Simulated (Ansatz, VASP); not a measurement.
## Two plane-wave programs on TiCo

```
Co Ti
1.0
     3.00589    0.00000    0.00000
     0.00000    3.00589    0.00000
     0.00000    0.00000    3.00589
Co Ti
1 1
Direct
  0.50000 0.50000 0.50000
  0.00000 0.00000 0.00000
```

Change from the starting cell: volume scaled by 1.02.

Alike in both runs: task single point; functional PBE; k mesh 9 × 9 × 9; occupations fermi-dirac, width 0.05 eV; collinear spin, ferromagnetic start.

```csv
,VASP,Ansatz
version,VASP 6.6.1,Ansatz 0.2.0
potentials or method,"VASP PAW PBE potentials, release 64 (Co, Ti_sv)",Ansatz PAW
plane-wave cutoff (eV),520,420
valence electrons in the cell,21,29
```

|  | VASP | Ansatz | Ansatz less VASP |
| --- | --- | --- | --- |
| gap on the k mesh at the Fermi level (eV) | none | none | - |
| pressure (GPa) | -4.1 | -3.6 | +0.46 |
| net moment per atom (μB) | 0.41 | 0.42 | +0.008 |
| size of the moment on the site where the two differ most (μB) | 0.92 | 0.96 | +0.039 |

Site moments also hang on the region over which each program counts them. A gap of «none» marks a metal or a gap that the smearing closes. The two sets of potentials don't hold the same shells in valence.
